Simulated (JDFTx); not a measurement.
MgS (Niningerite) under changes of volume

One of the cells (17.609 Å³/atom); the others are scaled copies at fixed shape and fractional positions:

```
CELL_PARAMETERS angstrom
0.00000 2.60165 2.60165
2.60165 0.00000 2.60165
2.60165 2.60165 0.00000
ATOMIC_POSITIONS crystal
S 0.50000 0.50000 0.50000
Mg 0.00000 0.00000 0.00000
```

| Property | Result |
| --- | --- |
| Program | JDFTx 1.7.0 (patched build) |
| Functional | PBEsol |
| Potentials or basis | PseudoDojo-SR-PBEsol-0.4.1-standard with smoothed tails |
| Cutoff | 1143 eV |
| Density cutoff | 9143 eV |
| k mesh | 9 × 9 × 9 |
| Occupations | fermi-dirac, width 0.05 eV |
| Spin | no spin polarisation |

```tsv
volume (Å³/atom)	energy over the lowest point (meV/atom)	pressure (GPa)	gap on the mesh (eV)
16.553	?	?	?
16.905	3.40	2.4	2.92
17.257	0.00	0.7	2.87
17.609	0.23	-0.9	2.83
17.962	3.74	-2.3	2.79
18.314	10.21	-3.6	2.75
18.666	19.34	-4.7	2.71
```

**Question.** What does the run at 16.553 Å³/atom give?

**Answer.** Energy over the lowest point 10.83 meV/atom; pressure 4.3 GPa; gap on the mesh 2.96 eV.

Worked out: A Birch-Murnaghan fit of order 3 (a polynomial in V^(-2/3)) to the other rows has its minimum at 17.41 Å³/atom with B0 = V·E''(V) = 78 GPa and B' = 4.1. It gives 10.82 meV/atom at 16.553 Å³/atom, against the run's 10.83, and -dE/dV = 4.4 GPa, against 4.3. A straight line through the other rows of the gap, of slope -2.09 eV per unit of ln V, extrapolates to 2.96 eV, against the run's 2.96.

Energies are extrapolated to zero smearing.

Caveats: an odd mesh through Γ misses points on the zone boundary, where band edges often lie.
